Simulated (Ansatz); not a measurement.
The system is NbP.

```
CELL_PARAMETERS angstrom
-1.67492 1.67492 5.74011
1.67492 -1.67492 5.74011
1.67492 1.67492 -5.74011
ATOMIC_POSITIONS crystal
Nb 0.24988 0.74988 0.50000
Nb 0.49988 0.49988 0.00000
P 0.83275 0.33275 0.50000
P 0.08275 0.08275 0.00000
```

The cell is a database's computed one.

- Program: Ansatz 0.2.0
- Task: single point
- Functional: PBE
- Potentials or basis: all-electron LAPW, scalar-relativistic
- Cutoff: 226 eV (chosen from the basis error)
- Basis error allowed: 0.001 eV/atom
- k mesh: 11 × 11 × 11
- Occupations: fermi-dirac, width 0.05 eV
- Spin: no spin polarisation

On this cell: pressure -1.1 GPa; largest force 0.016 eV/Å; band gap on the k mesh none (metal or under the smearing width).

The same run follows on a disturbed copy (atoms moved at random, drawn with an rms of 0.05 Å):

```
CELL_PARAMETERS angstrom
-1.67492 1.67492 5.74011
1.67492 -1.67492 5.74011
1.67492 1.67492 -5.74011
ATOMIC_POSITIONS crystal
Nb 0.25356 0.73558 0.47828
Nb 0.49819 0.49312 0.98852
P 0.84694 0.31408 0.49538
P 0.06652 0.07829 0.98995
```

Problem. What changes?

Solution. The energy (extrapolated to zero smearing) moves by +27.8 meV/atom; pressure -0.5 GPa; largest force 1.270 eV/Å; band gap on the k mesh none (metal or under the smearing width).

Forces on the atoms (eV/Å):
```
Nb   0.283  0.391 -1.117
Nb   0.132 -0.030 -0.276
P    0.049 -0.690  0.258
P   -0.464  0.329  1.135
```

Stress tensor (GPa, compression positive):
```
 0.11 -0.03  0.09
-0.03  1.31  0.22
 0.09  0.22 -2.78
```
